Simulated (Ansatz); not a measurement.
**Gallium, A15 under RPBE: relaxation and energy**

What does RPBE give for gallium in the A15 structure? We relax it, then solve it on a dense k-mesh. Spin polarisation is left out. The k-meshes are 5×5×5 for the relaxation; 6×6×6 for the dense run.

Program: Ansatz 0.2.0. Level of theory: DFT RPBE, plane waves (420 eV) with PAW, scalar-relativistic; PAW files made under PBE, frozen cores solved again for the functional. These are calculated values, not measurements.

**1. The starting structure**

Symmetry: Pm-3n, No. 223, cubic system. Conventional cell: a = 5.392 Å, b = 5.392 Å, c = 5.392 Å, α = 90.00°, β = 90.00°, γ = 90.00°. Around Ga (site symmetry m-3) lie 12 Ga at 3.01 Å. Around Ga (site symmetry -4m2) lie 6 Ga at 2.70 to 3.01 Å.

Structure file:

```cif
data_structure
_symmetry_space_group_name_H-M 'Pm-3n'
_symmetry_Int_Tables_number 223
_cell_length_a 5.3919
_cell_length_b 5.3919
_cell_length_c 5.3919
_cell_angle_alpha 90.000
_cell_angle_beta 90.000
_cell_angle_gamma 90.000
_cell_volume 156.76
loop_
_atom_site_label
_atom_site_type_symbol
_atom_site_symmetry_multiplicity
_atom_site_Wyckoff_symbol
_atom_site_fract_x
_atom_site_fract_y
_atom_site_fract_z
_atom_site_occupancy
Ga1 Ga 2 a 0.00000 0.00000 0.00000 1
Ga2 Ga 6 c 0.25000 0.00000 0.50000 1
```

**2. Relaxation of the cell**

input.yaml reads:

```yaml
crystal:
  lattice:
    - [5.3919379051, 0.0, 0.0]
    - [0.0, 5.3919379051, 0.0]
    - [0.0, 0.0, 5.3919379051]
  atoms:
    - { symbol: Ga, position: [0.0, 0.0, 0.0] }
    - { symbol: Ga, position: [0.5, 0.5, 0.5] }
    - { symbol: Ga, position: [0.25, 0.0, 0.5] }
    - { symbol: Ga, position: [0.75, 0.0, 0.5] }
    - { symbol: Ga, position: [0.5, 0.25, 0.0] }
    - { symbol: Ga, position: [0.5, 0.75, 0.0] }
    - { symbol: Ga, position: [0.0, 0.5, 0.25] }
    - { symbol: Ga, position: [0.0, 0.5, 0.75] }
hamiltonian:
  xc: rpbe
  pseudopotentials:
    kind: paw
    azcp:
      Ga: "pseudopotentials/Ga.paw.azcp"
basis:
  ecutwfc: 420
  fft_grid_basis: typed
kpoints:
  mp_grid: { grid: [5, 5, 5], shift: [0, 0, 0] }
magnetization:
  spin_polarized: false
scf:
  occupations: { method: fermi_dirac, width: 0.1 }
relax:
  max_steps: 60
  f_tol: 0.01
  cell: {}
```

Started as:

```
ansatz run input.yaml --threads 4 --pin off --max-ram 8192MiB --backend cpu --events-out ev --progress --plain --runs-dir out
```

The runs that follow: Dense single point.

Before running it: what results should come out? Wanted: space group; conventional cell; volume; shortest distance; gap on the mesh; relative to alpha-Ga.

**Answer**, as computed:

| quantity | value |
| --- | --- |
| space group (spins left aside) | Pm-3n (No. 223) |
| conventional cell | a = 5.451 Å |
| volume | 20.242 Å³/atom |
| shortest distance | 2.725 Å |
| gap on the mesh | none (levels filled in part) |
| relative to alpha-Ga (Cmce) | +48 meV/atom |

In words: From the guessed start the volume grew by 3.3 % in 4 steps. Against the reference form of gallium (alpha-Ga (Cmce), computed apart with the same settings) it stands 48 meV/atom higher. Levels at the Fermi energy are filled in part, as in a metal. Relaxation kept the symmetry; phonons were not checked.
